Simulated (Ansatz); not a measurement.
**Preparing HfO2 (P2_1/c) as a host crystal**

Aim: the runs on the perfect crystal HfO2 (P2_1/c) that a defect calculation needs first.

Program: Ansatz 0.2.0. Level of theory: plane-wave PAW DFT, r2SCAN; relaxation of the host's cell and atoms; PAW set soft_1, in the first sound run; inputs show where later runs differ. Results are calculated unless marked as measured.

Report form: the programs' logs are mostly left out.

### Step 1. The structure

Symmetry: P2_1/c, No. 14, monoclinic system. Conventional cell: a = 5.094 Å, b = 5.151 Å, c = 5.276 Å, α = 90.00°, β = 99.56°, γ = 90.00°. Nearest to Hf lie 7 O at 2.03 to 2.24 Å. Nearest to O lie 4 Hf at 2.13 to 2.24 Å. Nearest to O lie 3 Hf at 2.03 to 2.13 Å. Farther neighbours and most contacts between anions are not listed.

### Step 2. Host cell relaxation

Cell and atoms are relaxed together, until forces and stress fall under their thresholds.

Input file cell/input.yaml:

```yaml
crystal:
  lattice:
    - [5.094175, 0.0, 0.0]
    - [0.0, 5.1506447, 0.0]
    - [-0.876169, 0.0, 5.2029535]
  atoms:
    - { symbol: Hf, position: [0.27613578, 0.45806468, 0.70790733] }
    - { symbol: Hf, position: [0.72386422, 0.95806468, 0.79209267] }
    - { symbol: Hf, position: [0.72386422, 0.54193532, 0.29209267] }
    - { symbol: Hf, position: [0.27613578, 0.04193532, 0.20790733] }
    - { symbol: O, position: [0.44799782, 0.74252595, 0.97857799] }
    - { symbol: O, position: [0.55200218, 0.24252595, 0.52142201] }
    - { symbol: O, position: [0.55200218, 0.25747405, 0.02142201] }
    - { symbol: O, position: [0.44799782, 0.75747405, 0.47857799] }
    - { symbol: O, position: [0.06836078, 0.33075888, 0.34625278] }
    - { symbol: O, position: [0.93163922, 0.83075888, 0.15374722] }
    - { symbol: O, position: [0.93163922, 0.66924112, 0.65374722] }
    - { symbol: O, position: [0.06836078, 0.16924112, 0.84625278] }
basis:
  ecutwfc: 500
  xc_grid: 2
hamiltonian:
  xc: r2scan
  pseudopotentials: { kind: paw, azcp: { folder: soft_1 } }
kpoints:
  mp_grid: { grid: [6, 6, 6] }
scf:
  occupations: { method: fixed }
  max_iter: 100
relax:
  f_tol: 0.005
  max_steps: 60
  cell: {}
output:
  forces: true
  stress: true
checkpoint:
  write: "../cell.run"
  compress: false
  write_wavefunctions: false
  write_every: 100000
```

Launch:

```bash
> ansatz run input.yaml --threads 32 --pin off --max-ram 56524MiB --backend cuda --events-out ev --progress --plain --runs-dir out --max-vram 78GiB
```

The job ended after 8.5 s (1 × NVIDIA GB200 with 32 threads of Arm Neoverse V2, shared host; peak memory 1.1 GiB; 36 s of CPU time).

Relaxation path:

```csv
step,energy less that of the first step (eV),largest force component (eV/Å),pressure (GPa),volume (Å³)
1,0.0000,0.0833,3.86,136.52
2,-0.0216,0.0283,-0.76,138.99
3,-0.0230,0.0221,-0.06,138.56
4,-0.0232,0.0074,0.05,138.51
5,-0.0234,0.0062,0.03,138.50
6,-0.0235,0.0018,0.00,138.46
7,-0.0247,0.0019,-0.01,138.46
```

The log counts 1 steps on a newly chosen plane-wave basis, not all of them marked here; energy and pressure can jump at such steps.

```csv
cell as run,before,after,change
a (Å),5.094,5.115,+0.4 %
b (Å),5.151,5.181,+0.6 %
c (Å),5.276,5.297,+0.4 %
β (°),99.56,99.46,-0.1 %
volume (Å³/atom),11.38,11.54,+1.4 %
```

The atoms that moved most (Å, as changes of fractional coordinates times the final cell):

```csv
atom,dx,dy,dz,length
O11,-0.010,-0.014,0.010,0.020
O9,0.010,0.014,-0.010,0.020
O12,0.010,-0.014,-0.010,0.020
O10,-0.010,0.014,0.010,0.020
```

This step gave:

```yaml
pressure: -0.01023 GPa
```

The relaxation ends with a largest force component of 0.0019 eV/Å and a pressure of -0.01 GPa.

### Step 3. Dielectric tensors of the host

The response to a uniform electric field gives the electronic dielectric tensor.

This step: plane-wave PAW DFPT, PBEsol; dielectric tensors, Born charges and zone-centre modes of the host; PAW set soft_1 (Ansatz 0.2.0).

Input file eps/input.yaml:

```yaml
crystal:
  lattice:
    - [5.1147252449, 0.0, 0.0043909604]
    - [0.0, 5.1813143374, 0.0]
    - [-0.8752188019, 0.0, 5.2238375711]
  atoms:
    - { symbol: Hf, position: [0.2761773384, 0.4581728403, 0.7082614185] }
    - { symbol: Hf, position: [0.7238226616, 0.9581728403, 0.7917385815] }
    - { symbol: Hf, position: [0.7238226616, 0.5418271597, 0.2917385815] }
    - { symbol: Hf, position: [0.2761773384, 0.0418271597, 0.2082614185] }
    - { symbol: O, position: [0.4479969725, 0.7423715742, 0.9784219222] }
    - { symbol: O, position: [0.5520030275, 0.2423715742, 0.5215780778] }
    - { symbol: O, position: [0.5520030275, 0.2576284258, 0.0215780778] }
    - { symbol: O, position: [0.4479969725, 0.7576284258, 0.4784219222] }
    - { symbol: O, position: [0.0699426689, 0.3334753591, 0.3442632163] }
    - { symbol: O, position: [0.9300573311, 0.8334753591, 0.1557367837] }
    - { symbol: O, position: [0.9300573311, 0.6665246409, 0.6557367837] }
    - { symbol: O, position: [0.0699426689, 0.1665246409, 0.8442632163] }
basis:
  ecutwfc: 420
hamiltonian:
  xc: pbesol
  pseudopotentials: { kind: paw, azcp: { folder: soft_1 }, xc_functional: pbe }
kpoints:
  mp_grid: { grid: [5, 5, 5] }
scf:
  occupations: { method: fixed }
  max_iter: 100
phonons:
  method: dfpt
  dielectric: true
  rigid_motions: translations
```

The job ended after 23 s (1 × NVIDIA GB200 with 32 threads; peak memory 4.3 GiB).

Electronic dielectric tensor:

```
5.04 0.00 0.14
0.00 5.06 0.00
0.14 0.00 4.74
```

Static dielectric tensor:

```
21.35  0.00  1.58
 0.00 19.46  0.00
 1.58  0.00 15.71
```

The principal values of the electronic dielectric tensor are 4.68, 5.06 and 5.09. The principal values of the static dielectric tensor are 15.30, 19.46 and 21.76.

### Step 4. Primitive cell on a dense mesh

A dense mesh gives the host's converged energy, against which the supercell's sampling is tested.

This step: plane-wave PAW DFT, r2SCAN; single point of the host's primitive cell on a dense mesh; PAW set soft_1 (Ansatz 0.2.0).

dense/input.yaml, as its differences from eps/input.yaml of step 3:

```diff
@@ -19,14 +19,11 @@
 basis:
-  ecutwfc: 420
+  ecutwfc: 500
+  xc_grid: 2
 hamiltonian:
-  xc: pbesol
-  pseudopotentials: { kind: paw, azcp: { folder: soft_1 }, xc_functional: pbe }
+  xc: r2scan
+  pseudopotentials: { kind: paw, azcp: { folder: soft_1 } }
 kpoints:
-  mp_grid: { grid: [5, 5, 5] }
+  mp_grid: { grid: [6, 6, 6] }
 scf:
-  occupations: { method: fixed }
-  max_iter: 100
-phonons:
-  method: dfpt
-  dielectric: true
-  rigid_motions: translations
+  occupations: { method: fermi_dirac, width: 0.01 }
+  max_iter: 80
```

The job ended after 1.8 s (1 × NVIDIA GB200 with 32 threads; peak memory 0.98 GiB).

### Step 5. Self-consistent run

This step: plane-wave PAW DFT, r2SCAN; single point of the defect-free supercell, a test of its k-points; PAW set soft_1 (Ansatz 0.2.0).

System of this step: HfO2 (P2_1/c). The cell holds 96 atoms: 32 Hf and 64 O. Its edges and angles: a = 10.229 Å, b = 10.363 Å, c = 10.593 Å, α = 90.0°, β = 99.5°, γ = 90.0°.

Input file pristine.sampling/input.yaml:

```yaml
crystal:
  lattice:
    - [10.2294504898, 0.0, 0.0087819208]
    - [0.0, 10.3626286749, 0.0]
    - [-1.7504376039, 0.0, 10.4476751421]
  atoms:
    - { symbol: Hf, position: [0.1380886692, 0.2290864202, 0.3541307092] }
    - { symbol: Hf, position: [0.3619113308, 0.4790864202, 0.3958692908] }
    - { symbol: Hf, position: [0.3619113308, 0.2709135798, 0.1458692908] }
    - { symbol: Hf, position: [0.1380886692, 0.0209135798, 0.1041307092] }
    - { symbol: O, position: [0.2239984862, 0.3711857871, 0.4892109611] }
    - { symbol: O, position: [0.2760015138, 0.1211857871, 0.2607890389] }
    - { symbol: O, position: [0.2760015138, 0.1288142129, 0.0107890389] }
    - { symbol: O, position: [0.2239984862, 0.3788142129, 0.2392109611] }
    - { symbol: O, position: [0.0349713344, 0.1667376796, 0.1721316082] }
    - { symbol: O, position: [0.4650286656, 0.4167376796, 0.0778683918] }
    - { symbol: O, position: [0.4650286656, 0.3332623204, 0.3278683918] }
    - { symbol: O, position: [0.0349713344, 0.0832623204, 0.4221316082] }
    - { symbol: Hf, position: [0.1380886692, 0.2290864202, 0.8541307092] }
    - { symbol: Hf, position: [0.3619113308, 0.4790864202, 0.8958692908] }
    - { symbol: Hf, position: [0.3619113308, 0.2709135798, 0.6458692908] }
    - { symbol: Hf, position: [0.1380886692, 0.0209135798, 0.6041307092] }
    - { symbol: O, position: [0.2239984862, 0.3711857871, 0.9892109611] }
    - { symbol: O, position: [0.2760015138, 0.1211857871, 0.7607890389] }
    - { symbol: O, position: [0.2760015138, 0.1288142129, 0.5107890389] }
    - { symbol: O, position: [0.2239984862, 0.3788142129, 0.7392109611] }
    - { symbol: O, position: [0.0349713344, 0.1667376796, 0.6721316081] }
    - { symbol: O, position: [0.4650286656, 0.4167376796, 0.5778683919] }
    - { symbol: O, position: [0.4650286656, 0.3332623204, 0.8278683919] }
    - { symbol: O, position: [0.0349713344, 0.0832623204, 0.9221316082] }
    - { symbol: Hf, position: [0.1380886692, 0.7290864202, 0.3541307092] }
    - { symbol: Hf, position: [0.3619113308, 0.9790864202, 0.3958692908] }
    - { symbol: Hf, position: [0.3619113308, 0.7709135798, 0.1458692908] }
    - { symbol: Hf, position: [0.1380886692, 0.5209135798, 0.1041307092] }
    - { symbol: O, position: [0.2239984862, 0.8711857871, 0.4892109611] }
    - { symbol: O, position: [0.2760015138, 0.6211857871, 0.2607890389] }
[... 60 atom lines left out ...]
    - { symbol: O, position: [0.7760015138, 0.6288142129, 0.5107890389] }
    - { symbol: O, position: [0.7239984862, 0.8788142129, 0.7392109611] }
    - { symbol: O, position: [0.5349713344, 0.6667376796, 0.6721316081] }
    - { symbol: O, position: [0.9650286656, 0.9167376796, 0.5778683919] }
    - { symbol: O, position: [0.9650286656, 0.8332623204, 0.8278683919] }
    - { symbol: O, position: [0.5349713344, 0.5832623204, 0.9221316082] }
basis:
  ecutwfc: 500
  xc_grid: 2
hamiltonian:
  xc: r2scan
  pseudopotentials: { kind: paw, azcp: { folder: soft_1 } }
kpoints:
  mp_grid: { grid: [1, 1, 1], shift: [0.25, 0.25, 0.25] }
scf:
  occupations: { method: fermi_dirac, width: 0.01 }
  max_iter: 80
```

Wall time 2.6 s (1 × NVIDIA GB200 with 32 threads); peak memory 1.4 GiB; 4.7 s of CPU time.

Numbers from this step:

* energy over dense mesh: -9.35e-5 eV/atom

### Step 6. Defect free supercell relaxed from its symmetric sites

This cell, the one that will hold the defects, is built from the relaxed host. Its coarser k-points can move the atoms a little, so it is relaxed from the symmetric sites, as the reference for the test of stability.

This step: plane-wave PAW DFT, r2SCAN; relaxation of the defect-free supercell from its symmetric sites; PAW set soft_1 (Ansatz 0.2.0).

pristine.symmetric/input.yaml, as its differences from pristine.sampling/input.yaml of step 5:

```diff
@@ -54 +54,12 @@
   max_iter: 80
+output:
+  forces: true
+relax:
+  f_tol: 0.01
+  max_steps: 60
+  escape_saddle: false
+checkpoint:
+  write: "../pristine.symmetric.run"
+  compress: false
+  write_wavefunctions: false
+  write_every: 100000
```

Elapsed: 2.6 s, on 1 × NVIDIA GB200 with 32 threads; peak memory 1.5 GiB.

No atom moved by 0.005 Å in the relaxation.

### Step 7. Defect free supercell relaxed from displaced atoms

This step: plane-wave PAW DFT, r2SCAN; relaxation of the defect-free supercell from random displacements, a test of the host's stability; PAW set soft_1 (Ansatz 0.2.0).

pristine.rattled/input.yaml, as its differences from pristine.symmetric/input.yaml of step 6:

```diff
@@ -58,6 +58,6 @@
   f_tol: 0.01
-  max_steps: 60
-  escape_saddle: false
+  max_steps: 120
+  random_displacement: { amplitude: 0.08, seed: 9040 }
 checkpoint:
-  write: "../pristine.symmetric.run"
+  write: "../pristine.rattled.run"
   compress: false
```

It took 6.7 s on 1 × NVIDIA GB200 with 32 threads; peak memory 1.4 GiB; 19 s of CPU time.

The steps of the relaxation:

```csv
step,energy less that of the first step (eV),largest force component (eV/Å)
1,0.0000,3.2175
2,-3.0028,1.6608
3,-5.3219,0.0544
4,-5.3219,0.0547
5,-5.3272,0.0038
6,-5.3272,0.0038
```

The relaxation ends 55 meV an atom lower than the displaced start, with a largest force component of 0.0038 eV/Å.

### Step 8. Results

```json
{
 "primitive cell vectors, lengths": "5.115, 5.181, 5.297 Å",
 "electronic dielectric constant": "principal values (4.68, 5.06, 5.09)",
 "static dielectric constant": "principal values (15.30, 19.46, 21.76)",
 "gap on the k-mesh of the response run (PBEsol)": "4.04 eV",
 "supercell relaxed in its symmetry less the displaced and relaxed one": "0.000 eV",
 "energy an atom at one point at (¼, ¼, ¼) less that on the dense mesh": "0.000 eV"
}
```

In words: Step 7: The energy fell by 5.327 eV from the randomly displaced start; the atoms end within 0.005 Å of the sites as typed, once the mean shift is taken out. The displaced cell ends within 0.01 eV of the symmetric one relaxed in its symmetry, so no lower structure shows in this supercell. The k-mesh can miss the band edges, so this gap is an upper bound at this level. All at zero temperature.

[Logs are printed without paths, hosts, clocks, repeated set-up lines and the standing remarks that a program may print on its own settings, such as how far it seeks lower states.]

[Hosts, paths, dates, database ids (printed as entryN), source tags and the programs' standing remarks are cut or masked in the printed files.]

[Runs of the host that timed out are not shown.]

[For some hosts the program warned that the k-mesh of the response run may be too coarse for force constants and the static dielectric constant; such warnings are not always shown.]
